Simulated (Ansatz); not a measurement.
BaTiO3:

```
CELL_PARAMETERS angstrom
3.99980 0.00000 0.00000
0.00000 3.99980 0.00000
0.00000 0.00000 4.01800
ATOMIC_POSITIONS crystal
Ba 0.00000 0.00000 0.00000
Ti 0.50000 0.50000 0.49000
O 0.00000 0.50000 0.51700
O 0.50000 0.00000 0.51700
O 0.50000 0.50000 0.01900
```

Base run:

- Program: Ansatz 0.2.0
- Functional: PBE
- Potentials or basis: Ansatz PAW
- Cutoff: 420 eV (not typed: the program's choice for these potentials)
- k mesh: 7 × 7 × 7
- Occupations: fermi-dirac, width 0.05 eV
- Spin: no spin polarisation
- Hubbard terms: Ti d U = 5 eV

Its results: band gap on the k mesh 2.54 eV, indirect (least direct gap 2.73 eV); pressure 4.1 GPa; largest force 0.169 eV/Å.

Q: The run is repeated on the same cell with these changes: k mesh from 7 × 7 × 7 to 2 × 2 × 2; hubbard terms from Ti d U = 5 eV to none; hubbard projectors from ortho-atomic (the default) to none. What comes out?

A: Band gap on the k mesh 1.56 eV, indirect (least direct gap 1.83 eV); pressure 4.4 GPa; largest force 2.114 eV/Å.

Several settings changed at once, so the effect can't be laid on one alone.

Caveats: some runs use coarse meshes; spin-orbit coupling is left out, which moves the levels of the heavy elements; the k mesh misses the band edges, so the gap on the mesh is wider than the one along the path (some runs); forces of over 1 eV/Å show positions far from the minimum, so gaps and moduli don't describe the material at rest (some runs).
